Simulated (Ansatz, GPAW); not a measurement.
# One calculation of In, 3 ways

```
In
1.0
    -1.88253    1.88253    1.88253
     1.88253   -1.88253    1.88253
     1.88253    1.88253   -1.88253
In
1
Cartesian
  0.0000 0.0000 0.0000
```

This isn't the form of In at room conditions, which is tetragonal.

Alike in all runs: task density of states; functional PBEsol; dispersion D3(BJ); k mesh 10 × 10 × 10; occupations methfessel-paxton, width 0.1 eV; no spin polarisation; no spin-orbit coupling. Pressure is positive in compression and, in plane waves, holds the error of the finite cutoff, which Ansatz's Pulay term estimates and takes out.

```json
{"program and potentials": "Ansatz, Ansatz PAW", "plane-wave cutoff (eV)": "420", "notes": "potentials made for PBE, which Ansatz adapts in part; Pulay term of +0.04 GPa included", "band gap (eV)": "no gap", "pressure (GPa)": "-3.52"}
{"program and potentials": "GPAW, PAW data sets generated for this functional", "plane-wave cutoff (eV)": "600", "notes": "-", "band gap (eV)": "no gap", "pressure (GPa)": "-3.84"}
{"program and potentials": "Ansatz, all-electron LAPW, scalar-relativistic", "plane-wave cutoff (eV)": "-", "notes": "-", "band gap (eV)": "no gap", "pressure (GPa)": "-3.52"}
```

None finds a gap. The pressure spans -3.84 (GPAW, PAW data sets generated for this functional) to -3.52 GPa (Ansatz, all-electron LAPW, scalar-relativistic), with all-electron results at -3.52.

The functional is the same throughout but for its coding, so the spread measures potentials, basis and numerics; runs on potential files found faulty are left out.

All three calculations describe body-centred cubic indium as a metal under tension: at this lattice constant the cell would lower its energy by contracting. The metallicity follows from electron count. With one atom per primitive cell and an s²p¹ valence shell outside the filled 4d shell, the number of electrons is odd, so without spin polarisation the bands can't all be either full or empty. The tension means only that the chosen volume exceeds the equilibrium volume of this model; the dispersion attraction may contribute to it, as may a cell taken from a functional that favours longer bonds.

The Ansatz PAW and all-electron pressures coincide at -3.52 GPa, while GPAW gives -3.84 GPa. Potentials generated for the functional therefore don't bring the result closer to the all-electron one here, and the remaining difference probably reflects the data set or residual basis error. Because cubic symmetry makes the stress isotropic, the pressure can't reveal whether the lattice is stable against a tetragonal distortion.
